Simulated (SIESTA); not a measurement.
The system is Cu.

```xyz
1
Lattice="-1.4428 1.4428 1.3761 1.4428 -1.4428 1.3761 1.4428 1.4428 -1.3761" Properties=species:S:1:pos:R:3 pbc="T T T"
Cu    0.0000    0.0000    0.0000
```

This isn't the form of Cu at room conditions, which is fcc.

| Property | Result |
| --- | --- |
| Program | SIESTA 5.4.2 |
| Task | relaxation of cell and atoms |
| Functional | PBE |
| Potentials or basis | PseudoDojo 0.4 stringent (PBE files) |
| Basis | DZP (energy shift 0.003 Ry; two zetas on semicore shells) |
| Grid cutoff | 800 Ry |
| Energy shift | 0.003 Ry |
| k mesh | 9 × 9 × 9 |
| Occupations | fermi-dirac, width 0.05 eV |
| Spin | no spin polarisation |

At the start: pressure 6.5 GPa; volume 11.46 Å³/atom.

Question: How do energy, volume and symmetry change on relaxing?

Answer: Over 39 steps the energy falls by 20.2 meV/atom and the volume is 11.97 Å³/atom (+4.5 %); space group I4/mmm (No. 139, to 0.05 Å).

The path:
| step | energy change (eV) | largest force (eV/Å) | pressure (GPa) | volume (Å³) |
| --- | --- | --- | --- | --- |
| 1 | 0.0000 | 0.0000 | 6.52 | 11.46 |
| 2 | -0.0006 | 0.0000 | 6.34 | 11.47 |
| 3 | -0.0113 | 0.0000 | 0.38 | 11.95 |
| 4 | -0.0112 | 0.0000 | 0.63 | 11.93 |
| 5 | -0.0127 | 0.0000 | 0.51 | 11.97 |
| 6 | -0.0191 | 0.0000 | -2.32 | 12.13 |
| 7 | -0.0195 | 0.0000 | -0.30 | 11.99 |
| 8 | -0.0201 | 0.0000 | -0.17 | 11.99 |
| 9 | -0.0127 | 0.0000 | 1.78 | 11.85 |
| 10 | -0.0155 | 0.0000 | 1.05 | 11.91 |
| 11 | -0.0135 | 0.0000 | 1.22 | 11.90 |
| 12 | -0.0154 | 0.0000 | 0.14 | 11.97 |
| 13 | -0.0130 | 0.0000 | 0.64 | 11.96 |
| 14 | -0.0124 | 0.0000 | 0.04 | 12.01 |
| 15 | -0.0116 | 0.0000 | -0.68 | 12.05 |
| 16 | -0.0097 | 0.0000 | -0.44 | 12.01 |
| 17 | -0.0122 | 0.0000 | -1.31 | 12.10 |
| 18 | -0.0125 | 0.0000 | -0.34 | 12.03 |
| 19 | -0.0125 | 0.0000 | -0.39 | 12.04 |
| 20 | -0.0148 | 0.0000 | -1.05 | 12.05 |
| 21 | -0.0186 | 0.0000 | -0.50 | 12.01 |
| 22 | -0.0159 | 0.0000 | -0.10 | 11.99 |
| 23 | -0.0184 | 0.0000 | -0.90 | 12.03 |
| 24 | -0.0166 | 0.0000 | -0.28 | 12.00 |
| 25 | -0.0161 | 0.0000 | -0.47 | 12.01 |
| 26 | -0.0148 | 0.0000 | -0.12 | 11.99 |
| 27 | -0.0201 | 0.0000 | 0.15 | 11.96 |
| 28 | -0.0202 | 0.0000 | 0.18 | 11.96 |
| 29 | -0.0202 | 0.0000 | 0.12 | 11.96 |
| 30 | -0.0202 | 0.0000 | 0.19 | 11.96 |
| 31 | -0.0201 | 0.0000 | 0.39 | 11.96 |
| 32 | -0.0202 | 0.0000 | 0.07 | 11.97 |
| 33 | -0.0202 | 0.0000 | 0.15 | 11.96 |
| 34 | -0.0202 | 0.0000 | -0.09 | 11.97 |
| 35 | -0.0201 | 0.0000 | -0.19 | 11.98 |
| 36 | -0.0202 | 0.0000 | 0.08 | 11.97 |
| 37 | -0.0202 | 0.0000 | 0.09 | 11.97 |
| 38 | -0.0202 | 0.0000 | 0.09 | 11.97 |
| 39 | -0.0202 | 0.0000 | -0.01 | 11.97 |

Final structure:
```
Cu
1.0
    -1.50270    1.50286    1.32528
     1.50286   -1.50270    1.32528
     1.50250    1.50250   -1.32511
Cu
1
Cartesian
  0.0000 0.0000 0.0000
```

Caveat: short orbitals over semicore shells can move pressures by several GPa; the basis of atomic orbitals isn't converged, which shifts pressures, moduli and gaps.
